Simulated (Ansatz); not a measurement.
## SCF convergence of Ti$_{2}$C against the length of the Broyden history

The calculation used DFT PBEsol, scalar-relativistic, plane waves, PAW in Ansatz 0.2.0.

```cif
data_structure
_symmetry_space_group_name_H-M 'P 1'
_symmetry_Int_Tables_number 1
_cell_length_a 5.1320
_cell_length_b 5.1320
_cell_length_c 5.1320
_cell_angle_alpha 34.941
_cell_angle_beta 34.941
_cell_angle_gamma 34.941
_cell_volume 39.58
loop_
_atom_site_label
_atom_site_type_symbol
_atom_site_fract_x
_atom_site_fract_y
_atom_site_fract_z
_atom_site_occupancy
Ti1 Ti 0.24550 0.24550 0.24550 1
Ti2 Ti 0.75450 0.75450 0.75450 1
C1 C 0.50000 0.50000 0.50000 1
```

The plane-wave cutoff is 420 eV and the Γ-centred k-mesh is 18×18×18. The occupation rule is Gaussian smearing, 0.1 eV and the spin treatment is unpolarised.

Each run starts from superposed atomic densities and uses Broyden mixing with its automatic preconditioner, at most 120 iterations and the default threshold on the density residual; only the length of the Broyden history differs.

```
length of the Broyden history iterations converged density residual (eV) at iterations 1, 3, 5
                            1          14        yes                               16 0.34 0.0029
                            3          11        yes                               16 0.34 0.0067
                            5          10        yes                               16 0.34 0.0067
                           16           8        yes                              16 0.28 0.00027
```

Cost: 4 runs of about 1.8 core-minutes in all, on Arm Neoverse V1 (shared hosts).